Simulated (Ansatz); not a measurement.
One crystal and one scan (energy over volume and axial ratio) at two levels, PBE (plane waves to 420 eV, PAW, scalar-relativistic; Ansatz, a program for electronic structure) and PBEsol (plane waves to 420 eV, PAW, scalar-relativistic; Ansatz), each from its own relaxed cell and on its own mesh. The cell shown is that of PBE.

LaAlO$_{3}$ (cubic perovskite)

```xyz
5
Lattice="3.8124 0.0000 0.0000 0.0000 3.8124 0.0000 0.0000 0.0000 3.8124" Properties=species:S:1:pos:R:3 pbc="T T T"
La     0.0000     0.0000     0.0000
Al     1.9062     1.9062     1.9062
O      0.0000     1.9062     1.9062
O      1.9062     1.9062     0.0000
O      1.9062     0.0000     1.9062
```

Two coordinates are scanned: the volume, and the ratio of the stretch along z (the conventional c axis) to the stretch across it. Atoms keep their fractional coordinates.

The energy includes the smearing's −TS. LaAlO3 is run without spin polarisation. LaAlO3 was relaxed with its symmetry unable to fall. This is a high-temperature form of LaAlO3. Percentages come from the unrounded values.

```csv
quantity,PBE,PBEsol,PBE − PBEsol
Lattice constant a (Å),3.812,3.772,+0.040 (+1.1 %)
"Band gap of the relaxed cell, no spin-orbit coupling (eV)",3.50,3.45,+0.05 (+1.5 %)
"Shear modulus C′ = (C11 − C12)/2 (fit, atoms clamped) (GPa)",101,114,-13 (-12 %)
```

PBE gives the higher value for: lattice constant a. PBE gives the lower value for: shear modulus C′. They agree on: band gap of the relaxed cell, no spin-orbit coupling (within 1.5 %).

(A scan under strain: stresses follow from slopes of the energy per volume, elastic moduli from its curvatures.)
